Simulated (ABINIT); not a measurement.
# Quasiparticle gap of AlN (F-43m) in ABINIT, part 2 of 3

Aim: the G0W0 gap of AlN (F-43m) on PBE, step by step.

ABINIT 10.8.3; PBE and many-body steps on it, plane waves. Known limits of the many-body steps: not at the basis limit.

So far. Step 2 (Ground state): The gap is indirect, with the least direct gap 0.87 eV higher.

### 3. Bands along the symmetry lines

Level of this step: DFT, PBE, plane waves, norm-conserving pseudopotentials (ABINIT).

Levels along a band path, at the cheap level, show where the edges lie and whether the meshes to come will hold them.

run.abi reads:

```
acell 3*1.0 Angstrom
rprim 
  -0.000000000000 2.183993559600 2.183993559600
  2.183993559600 -0.000000000000 2.183993559600
  2.183993559600 2.183993559600 -0.000000000000
ntypat 2
znucl 13 7
natom 2
typat 1 2
xred 
  0.000000000000 0.000000000000 0.000000000000
  0.750000000000 0.750000000000 0.750000000000
pp_dirpath "pseudos"
pseudos "Al.upf, N.upf"
ecut 36
iscf -2
irdden 1
kptopt 0
nkpt 50
kpt 
  0.00000000 0.00000000 0.00000000
  -0.06250000 -0.06250000 0.00000000
  -0.12500000 -0.12500000 0.00000000
  -0.18750000 -0.18750000 0.00000000
  -0.25000000 -0.25000000 0.00000000
  -0.31250000 -0.31250000 0.00000000
  -0.37500000 -0.37500000 0.00000000
  -0.43750000 -0.43750000 0.00000000
  -0.50000000 -0.50000000 0.00000000
  -0.48437500 -0.48437500 0.03125000
  -0.46875000 -0.46875000 0.06250000
  -0.45312500 -0.45312500 0.09375000
  -0.43750000 -0.43750000 0.12500000
  -0.42187500 -0.42187500 0.15625000
  -0.40625000 -0.40625000 0.18750000
  -0.39062500 -0.39062500 0.21875000
  -0.37500000 -0.37500000 0.25000000
  -0.37500000 0.00000000 0.37500000
  -0.32812500 0.00000000 0.32812500
  -0.28125000 0.00000000 0.28125000
  -0.23437500 0.00000000 0.23437500
  -0.18750000 0.00000000 0.18750000
  -0.14062500 0.00000000 0.14062500
  -0.09375000 0.00000000 0.09375000
  -0.04687500 0.00000000 0.04687500
  0.00000000 0.00000000 0.00000000
  0.00000000 0.00000000 0.06250000
  0.00000000 0.00000000 0.12500000
  0.00000000 0.00000000 0.18750000
  0.00000000 0.00000000 0.25000000
  0.00000000 0.00000000 0.31250000
  0.00000000 0.00000000 0.37500000
  0.00000000 0.00000000 0.43750000
  0.00000000 0.00000000 0.50000000
  -0.06250000 -0.03125000 0.46875000
  -0.12500000 -0.06250000 0.43750000
  -0.18750000 -0.09375000 0.40625000
  -0.25000000 -0.12500000 0.37500000
  -0.31250000 -0.15625000 0.34375000
  -0.37500000 -0.18750000 0.31250000
  -0.43750000 -0.21875000 0.28125000
  -0.50000000 -0.25000000 0.25000000
  -0.50000000 -0.28125000 0.21875000
  -0.50000000 -0.31250000 0.18750000
  -0.50000000 -0.34375000 0.15625000
  -0.50000000 -0.37500000 0.12500000
  -0.50000000 -0.40625000 0.09375000
  -0.50000000 -0.43750000 0.06250000
  -0.50000000 -0.46875000 0.03125000
  -0.50000000 -0.50000000 0.00000000
istwfk *1
nband 11
nbdbuf 2
tolwfr 1e-08
nstep 40
prtwf 0
prtvol 0
indata_prefix "in"
outdata_prefix "out"
tmpdata_prefix "tmp"
```

Started as:

```console
$ OMP_NUM_THREADS=1 mpirun -n 4 abinit run.abi > log
```

Numbers of over 12 decimals in the logs are rounded to 6 here.

Output:

```text
.Version 10.8.3 of ABINIT. v10.8.2 released Aug 2026.

 Symmetries : space group F-4 3 m (#216); Bravais cF (face-center cubic)
[... echo of the input left out ...]
== DATASET  1 ==================================================================
-   mpi_nproc: 4, omp_nthreads: 1 (-1 if OMP is not activated)

--- !DatasetInfo
iteration_state: {dtset: 1, }
dimensions: {natom: 2, nkpt: 50, mband: 11, nsppol: 1, nspinor: 1, nspden: 1, mpw: 1475, }
cutoff_energies: {ecut:  36.0, pawecutdg:  -1.0, }
electrons: {nelect:   8.00000000E+00, charge:   0.00000000E+00, occopt:   1.00000000E+00, tsmear:   1.00000000E-02, }

 Real(R)+Recip(G) space primitive vectors, cartesian coordinates (Bohr,Bohr^-1):
 R(1)=  0.0000000  4.1271497  4.1271497  G(1)= -0.1211490  0.1211490  0.1211490
 R(2)=  4.1271497  0.0000000  4.1271497  G(2)=  0.1211490 -0.1211490  0.1211490
 R(3)=  4.1271497  4.1271497  0.0000000  G(3)=  0.1211490  0.1211490 -0.1211490
 Unit cell volume ucvol=  1.4059849E+02 bohr^3
 Angles (23,13,12)=  6.00000000E+01  6.00000000E+01  6.00000000E+01 degrees

 getcut: wavevector=  0.0000  0.0000  0.0000  ngfft=  32  32  32
         ecut(hartree)=     36.000   => boxcut(ratio)=   2.02987

--- Pseudopotential description ------------------------------------------------
- Al Generated using ONCVPSP code by D. R. Hamann
- 13.00000   3.00000  171031                  znucl, zion, pspdat
12 -101130 2 -1 1876                          pspcod,pspxc,lmax,lloc,mmax
     nproj     2     2     2
  pspatm : epsatm=    4.08140545
         --- l  ekb(1:nproj) -->
             0    5.126667    0.728291
             1    7.287548    0.832437
             2   -2.770497   -0.637722
 pspatm: atomic psp has been read  and splines computed

- N Generated using ONCVPSP code by D. R. Hamann
-  7.00000   5.00000  171031                  znucl, zion, pspdat
12 -101130 1 -1 1058                          pspcod,pspxc,lmax,lloc,mmax
     nproj     2     2     0
  pspatm : epsatm=    5.20977870
         --- l  ekb(1:nproj) -->
[...]
pspatm: atomic psp has been read  and splines computed

--------------------------------------------------------------------------------

================================================================================
 prteigrs : about to open file out_EIG
 Non-SCF case, kpt    1 (  0.00000  0.00000  0.00000), residuals and eigenvalues=
  9.71E-10  2.77E-09  4.29E-09  7.32E-09  6.57E-10  1.48E-09  2.28E-09  8.19E-09
[...]
-3.6046E-01  1.8958E-01  1.8958E-01  1.8958E-01  3.4363E-01  6.5223E-01
  6.5223E-01  6.5223E-01  8.4170E-01  8.4170E-01  8.9101E-01
 Non-SCF case, kpt    2 ( -0.06250 -0.06250  0.00000), residuals and eigenvalues=
  1.61E-09  4.70E-09  3.30E-09  4.21E-09  2.01E-09  3.11E-09  1.76E-09  3.04E-09
[...]
-3.5763E-01  1.7673E-01  1.8652E-01  1.8652E-01  3.5768E-01  6.4259E-01
[...]
5.51E-09  4.84E-09  2.51E-09  3.94E-09  1.53E-09  4.56E-09  1.74E-09  7.44E-09
[...]
-3.4934E-01  1.4803E-01  1.7814E-01  1.7814E-01  3.8760E-01  6.1896E-01
  6.6769E-01  6.6769E-01  6.9898E-01  8.5904E-01  9.2688E-01
[...]
Non-SCF case, kpt   49 ( -0.50000 -0.46875  0.03125), residuals and eigenvalues=
[...]
-2.6170E-01  1.0381E-02  1.2267E-01  1.2270E-01  3.1521E-01  5.1016E-01
  6.9990E-01  7.6114E-01  7.6755E-01  1.0562E+00  1.0588E+00
 Non-SCF case, kpt   50 ( -0.50000 -0.50000  0.00000), residuals and eigenvalues=
[...]
-2.6178E-01  9.5895E-03  1.2433E-01  1.2433E-01  3.1176E-01  5.0752E-01
  7.0112E-01  7.6645E-01  7.6645E-01  1.0537E+00  1.0698E+00

--- !ResultsGS
iteration_state: {dtset: 1, }
comment   : Summary of ground state results
lattice_vectors:
- [ -0.0000000,   4.1271497,   4.1271497, ]
- [  4.1271497,  -0.0000000,   4.1271497, ]
- [  4.1271497,   4.1271497,  -0.0000000, ]
lattice_lengths: [   5.83667,    5.83667,    5.83667, ]
lattice_angles: [ 60.000,  60.000,  60.000, ] # degrees, (23, 13, 12)
lattice_volume:   1.4059849E+02
convergence: {deltae:  0.000E+00, res2:  0.000E+00, residm:  9.997E-09, diffor:  0.000E+00, }
etotal    :  -1.27923967E+01
entropy   :   0.00000000E+00
fermie    :   1.89575042E-01
cartesian_stress_tensor: null
pressure_GPa: null
xred      :
- [  0.0000E+00,   0.0000E+00,   0.0000E+00, Al]
- [  7.5000E-01,   7.5000E-01,   7.5000E-01,  N]
cartesian_forces: null
force_length_stats: {min: null, max: null, mean: null, }

 Integrated electronic density in atomic spheres:
 ------------------------------------------------
 Atom  Sphere_radius  Integrated_density
[...]
================================================================================

 ----iterations are completed or convergence reached----

 Mean square residual over all n,k,spin=   46.700E-10; max=  99.965E-10
 reduced coordinates (array xred) for    2 atoms
[...]
cartesian coordinates (angstrom) at end:
    1      0.000000     0.000000     0.000000
    2      3.275990     3.275990     3.275990
 length scales=  1.889726125908  1.889726125908  1.889726125908 bohr
              =  1.000000000000  1.000000000000  1.000000000000 angstroms
 prteigrs : about to open file out_EIG
 Eigenvalues (hartree) for nkpt=  50  k points:
 kpt#   1, nband= 11, wtk=  1.00000, kpt=  0.0000  0.0000  0.0000 (reduced coord)
[...]
kpt#   2, nband= 11, wtk=  1.00000, kpt= -0.0625 -0.0625  0.0000 (reduced coord)
[...]
kpt#   3, nband= 11, wtk=  1.00000, kpt= -0.1250 -0.1250  0.0000 (reduced coord)
[...]
kpt#  49, nband= 11, wtk=  1.00000, kpt= -0.5000 -0.4687  0.0313 (reduced coord)
  -0.26170    0.01038    0.12267    0.12270    0.31521    0.51016    0.69990    0.76114
   0.76755    1.05617    1.05884
 kpt#  50, nband= 11, wtk=  1.00000, kpt= -0.5000 -0.5000  0.0000 (reduced coord)
  -0.26178    0.00959    0.12433    0.12433    0.31176    0.50752    0.70112    0.76645
   0.76645    1.05374    1.06976

== END DATASET(S) ==============================================================
================================================================================

 -outvars: echo values of variables after computation  --------
            nband          11
             nkpt          50
          spgroup         216
 [... the other variables as echoed above ...]

 Calculation completed.
```

Wall time 3.7 s (4 MPI ranks of Arm Neoverse V1, shared host); peak memory 0.24 GiB; 14 s of CPU time.

This step gave:

```
gap                        : 3.325 eV
k of the valence top       : 0, 0, 0
k of the conduction bottom : -0.5, -0.5, 0
least direct gap           : 4.192 eV
```

The gap is 3.325 eV, as in the run before at this level.

The electronic bands at the labelled points (eV, zero at the top of the highest filled band; v1 is the highest filled band, c1 the lowest empty one):

| point | v4 | v3 | v2 | v1 | c1 | c2 | c3 | c4 |
| --- | --- | --- | --- | --- | --- | --- | --- | --- |
| Γ | -14.97 | 0.00 | 0.00 | 0.00 | 4.19 | 12.59 | 12.59 | 12.59 |
| halfway | -13.84 | -2.88 | -0.98 | -0.98 | 5.96 | 10.29 | 11.51 | 14.02 |
| X | -12.28 | -4.90 | -1.78 | -1.78 | 3.32 | 8.65 | 13.92 | 15.70 |
| halfway | -12.27 | -4.73 | -2.47 | -1.67 | 3.96 | 9.19 | 13.67 | 15.23 |
| U | -12.30 | -4.25 | -3.63 | -1.37 | 5.17 | 10.12 | 13.05 | 14.17 |
| jump to K | -12.30 | -4.25 | -3.63 | -1.37 | 5.17 | 10.12 | 13.05 | 14.17 |
| halfway | -13.74 | -3.54 | -1.50 | -0.20 | 7.34 | 10.30 | 11.41 | 12.58 |
| Γ | -14.97 | 0.00 | 0.00 | 0.00 | 4.19 | 12.59 | 12.59 | 12.59 |
| halfway | -14.12 | -3.26 | -0.26 | -0.26 | 6.45 | 10.98 | 12.35 | 12.35 |
| L | -12.92 | -5.86 | -0.48 | -0.48 | 7.39 | 9.85 | 11.17 | 11.17 |
| halfway | -12.60 | -5.14 | -2.22 | -1.12 | 7.11 | 9.26 | 12.17 | 12.69 |
| W | -12.23 | -3.77 | -3.44 | -2.70 | 6.05 | 11.45 | 11.98 | 12.16 |
| halfway | -12.25 | -4.56 | -2.40 | -2.29 | 4.57 | 9.69 | 13.40 | 13.89 |
| X | -12.28 | -4.90 | -1.78 | -1.78 | 3.32 | 8.65 | 13.92 | 15.70 |

The electronic bands as a text plot (rows in eV, shown from -8.0 to 9.3 only):

```
    9.0 |         ++++++      ++                    +++       +++
    8.2 |                     ++                    +
    7.5 |                   ++  +              +++++ +
    6.8 |                        ++         +++       ++
    6.1 |    +++           +               +            ++++
    5.4 |  ++   ++        +        ++    ++                 +
    4.6 | +              +           +  +                    +
    3.9 |+        +++  ++             ++                      ++
    3.2 |            ++                                         +
    2.5 |
    1.7 |
    1.0 |
    0.3 |*                         ******
   -0.4 | ****              **********  *************
   -1.1 |  ** ****       ***    *****    **         ****
   -1.9 |    *    *******                  *         ** *     ***
   -2.6 |     **       **     ** **                    * *****
   -3.3 |       **       *****  *           *           *****
   -4.0 |         *      ***  **             **         *****
   -4.8 |          ******   **                 *       *     ****
   -5.5 |                                       * *****
   -6.2 |                                        *
   -6.9 |
   -7.6 |
         Γ           X  U|K            Γ         L        W     X
```

### 4. Empty states on the mesh, 8×8×8 mesh, 126 bands

The sums over transitions need many empty states on a uniform mesh; this step solves for them.

run.abi reads:

```
acell 3*1.0 Angstrom
rprim 
  -0.000000000000 2.183993559600 2.183993559600
  2.183993559600 -0.000000000000 2.183993559600
  2.183993559600 2.183993559600 -0.000000000000
ntypat 2
znucl 13 7
natom 2
typat 1 2
xred 
  0.000000000000 0.000000000000 0.000000000000
  0.750000000000 0.750000000000 0.750000000000
pp_dirpath "pseudos"
pseudos "Al.upf, N.upf"
ecut 36
ngkpt 8 8 8
nshiftk 1
shiftk 0 0 0
kptopt 1
chksymbreak 0
irdden 1
istwfk *1
nband 126
prtvol 0
optdriver 6
gwr_task "HDIAGO"
paral_kgb 0
occopt 1
indata_prefix "in"
outdata_prefix "out"
tmpdata_prefix "tmp"
```

Output:

```text
[banner, memory and clock lines left out]
.Version 10.8.3 of ABINIT. v10.8.2 released Aug 2026.

 Symmetries : space group F-4 3 m (#216); Bravais cF (face-center cubic)
[... echo of the input left out ...]
== DATASET  1 ==================================================================
-   mpi_nproc: 4, omp_nthreads: 1 (-1 if OMP is not activated)

--- !DatasetInfo
iteration_state: {dtset: 1, }
dimensions: {natom: 2, nkpt: 29, mband: 126, nsppol: 1, nspinor: 1, nspden: 1, mpw: 1475, }
cutoff_energies: {ecut:  36.0, pawecutdg:  -1.0, }
electrons: {nelect:   8.00000000E+00, charge:   0.00000000E+00, occopt:   1.00000000E+00, tsmear:   1.00000000E-02, }

.Using double precision arithmetic; gwpc =  8

- Reading GS density from: in_DEN

--- Pseudopotential description ------------------------------------------------
- Al Generated using ONCVPSP code by D. R. Hamann
- 13.00000   3.00000  171031                  znucl, zion, pspdat
12 -101130 2 -1 1876                          pspcod,pspxc,lmax,lloc,mmax
     nproj     2     2     2
  pspatm : epsatm=    4.08140545
         --- l  ekb(1:nproj) -->
             0    5.126667    0.728291
             1    7.287548    0.832437
             2   -2.770497   -0.637722
 pspatm: atomic psp has been read  and splines computed

- N Generated using ONCVPSP code by D. R. Hamann
-  7.00000   5.00000  171031                  znucl, zion, pspdat
12 -101130 1 -1 1058                          pspcod,pspxc,lmax,lloc,mmax
     nproj     2     2     0
  pspatm : epsatm=    5.20977870
         --- l  ekb(1:nproj) -->
             0    7.494509    0.636305
             1   -4.293905   -1.006988
 pspatm: atomic psp has been read  and splines computed

   7.43294732E+01                                ecore*ucvol(ha*bohr**3)

 Total charge density [el/Bohr^3]
)     Maximum=    5.3984E-01  at reduced coord.    0.7813    0.7813    0.8125
)     Minimum=    1.3366E-03  at reduced coord.    0.0000    0.0000    0.0000
   Integrated=    8.0000E+00

 === KS gaps after direct diagonalization ===
 Indirect band gap semiconductor
 Fundamental gap:     3.325 (eV)
   VBM:     5.159 (eV) at k: [ 0.0000E+00,  0.0000E+00,  0.0000E+00]
   CBM:     8.483 (eV) at k: [ 5.0000E-01,  5.0000E-01,  0.0000E+00]
 Direct gap:         4.192 (eV) at k: [ 0.0000E+00,  0.0000E+00,  0.0000E+00]

== END DATASET(S) ==============================================================

 -outvars: echo values of variables after computation  --------
           etotal      0.0000000000E+00
            nband         126
             nkpt          29
          spgroup         216
 [... the other variables as echoed above ...]

 Calculation completed.
```

Elapsed: 23 s, on 4 MPI ranks; peak memory 0.7 GiB; 90 s of CPU time.

Numbers from this step:

```
gap                                                           : 3.325 eV
k of the valence top                                          : 0, 0, 0
k of the conduction bottom                                    : 0.5, 0.5, 0
least direct gap                                              : 4.192 eV
k points computed                                             : 29
lowest point of the top converged band, above the valence top : 159.9719 eV
```

On this mesh the gap is 3.325 eV.

### 5. Screening, 8×8×8 mesh, 118 bands, screening to 239.5 eV

The RPA dielectric matrix is built and inverted for each q.

This step: RPA screening on PBE, plane waves, norm-conserving pseudopotentials.

Edit run.abi of step 4 so:

```diff
@@ -20,10 +20,11 @@
 chksymbreak 0
-irdden 1
 istwfk *1
-nband 126
-prtvol 0
-optdriver 6
-gwr_task "HDIAGO"
-paral_kgb 0
 occopt 1
+irdwfk 1
+optdriver 3
+nband 118
+ecuteps 8.8
+inclvkb 2
+awtr 1
+symchi 1
 indata_prefix "in"
```

Output:

```text
.Version 10.8.3 of ABINIT. v10.8.2 released Aug 2026.

 Symmetries : space group F-4 3 m (#216); Bravais cF (face-center cubic)
[... echo of the input left out ...]
== DATASET  1 ==================================================================
-   mpi_nproc: 4, omp_nthreads: 1 (-1 if OMP is not activated)

--- !DatasetInfo
iteration_state: {dtset: 1, }
dimensions: {natom: 2, nkpt: 29, mband: 118, nsppol: 1, nspinor: 1, nspden: 1, mpw: 1475, }
cutoff_energies: {ecut:  36.0, pawecutdg:  -1.0, }
electrons: {nelect:   8.00000000E+00, charge:   0.00000000E+00, occopt:   1.00000000E+00, tsmear:   1.00000000E-02, }

 SCREENING: Calculation of the susceptibility and dielectric matrices

 Based on a program developped by R.W. Godby, V. Olevano, G. Onida, and L. Reining.
 Incorporated in ABINIT by V. Olevano, G.-M. Rignanese, and M. Torrent.
.Using double precision arithmetic ; gwpc =  8

[... cell and pseudopotentials left out ...]
--------------------------------------------------------------------------------

 ==== K-mesh for the wavefunctions ====
 Number of points in the irreducible wedge :    29
[... list of points left out ...]
 Together with 24 symmetry operations and time-reversal symmetry
 yields   512 points in the full Brillouin Zone.

 ==== Q-mesh for the screening function ====
 Number of points in the irreducible wedge :    29
[... list of points left out ...]
 Together with 24 symmetry operations and time-reversal symmetry
 yields   512 points in the full Brillouin Zone.

 setmesh: FFT mesh size selected  =    24x   24x   24
          total number of points  =        13824

 vcoul_init : cutoff-mode = AUXILIARY_FUNCTION
 q-points for optical limit:   1
     1)      0.000010    0.000020    0.000030

- screening: taking advantage of time-reversal symmetry
- Maximum band index for partially occupied states nbvw = 4
- Remaining bands to be divided among processors   nbcw = 114
- Number of bands treated by each node ~28

 Number of electrons calculated from density =    8.0000; Expected =    8.0000
 average of density, n =  0.056900
 r_s =    1.6129
 omega_plasma =   23.0097 [eV]

 calculating chi0 at frequencies [eV] :
  1    0.000000E+00    0.000000E+00
  2    0.000000E+00    2.300966E+01

--------------------------------------------------------------------------------
  q-point number  1        q = ( 0.000000, 0.000000, 0.000000) [r.l.u.]
--------------------------------------------------------------------------------
[... chi0 elements left out ...]
 For q-point:  0.000010 0.000020 0.000030
  dielectric constant =   4.2707
  dielectric constant without local fields =   4.7097

  Average fulfillment of the sum rule on Im[epsilon] for q-point    1 :     91.15  [%]
[... wings left out ...]
  q-point number  2        q = ( 0.125000, 0.000000, 0.000000) [r.l.u.]
--------------------------------------------------------------------------------
[... chi0 elements left out ...]
  Average fulfillment of the sum rule on Im[epsilon] for q-point    2 :     97.17  [%]

 [... 27 further q-points ...]
```

Wall time 3.7 min (4 MPI ranks); peak memory 1.3 GiB; 15 min of CPU time.

This step gave:

```
ε∞ with local fields, on this mesh, along the program's q direction : 4.271
the same without local fields                                       : 4.710
plasma frequency                                                    : 23.01 eV
plane waves in the screening matrix                                 : 169
```

Local fields lower ε∞ by 9 %.

(Continued in part 3 of 3.)

[Paths, hosts, dates, memory and timing lines, banners, echoed tables and standing remarks are left out of the program output.]

[Logs are printed without paths, hosts, clocks, repeated set-up lines and the standing remarks that a program may print on its own settings, such as how far it seeks lower states.]

[Runs of the session that timed out or met a known fault of the program may be left out.]

[Hosts, paths, dates, database ids (printed as entryN), source tags and the programs' standing remarks are cut or masked in the printed files.]

[G0W0 gaps are taken among the corrected bands and points alone; a level outside them can change the order at an edge.]

[Where Ansatz stands beside ABINIT at settings called matched, ABINIT's density can come from a denser mesh and the files from another edition; pairs whose starting gaps differed by over 0.03 eV were left out, so agreement reads better than it is.]
